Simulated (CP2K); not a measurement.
The system is Si2W.

```xyz
3
Lattice="4.5267 0.0000 0.0000 2.2450 3.9308 0.0000 -3.3859 -1.9654 2.2725" Properties=species:S:1:pos:R:3 pbc="T T T"
W     0.0000    0.0000    0.0000
Si    4.5052    2.6151    0.0000
Si    2.2665    1.3156    0.0000
```

Base run:

| Property | Result |
| --- | --- |
| Program | CP2K 2026.2 |
| Functional | OLYP |
| Potentials or basis | POTENTIAL_UZH W GTH-PBE-q14, Si GTH-PBE-q4; TZVP-MOLOPT-PBE-GTH basis |
| Density cutoff | 9184 eV |
| k mesh | 12 × 12 × 12 |
| Occupations | fermi-dirac, width 0.05 eV |
| Spin | no spin polarisation |

Its results: band gap on the k mesh none (metal or under the smearing width); pressure -3.7 GPa; largest force 0.043 eV/Å.

Problem. The run is repeated on the same cell with these changes: functional from OLYP to LDA. What comes out?

Solution. Band gap on the k mesh none (metal or under the smearing width); pressure -1.3 GPa; largest force 0.018 eV/Å.

Caveats: the potentials were made for another functional, which shifts forces and pressure; spin-orbit coupling is left out, which moves the levels of the heavy elements; the basis of atomic orbitals isn't converged, which shifts pressures, moduli and gaps.
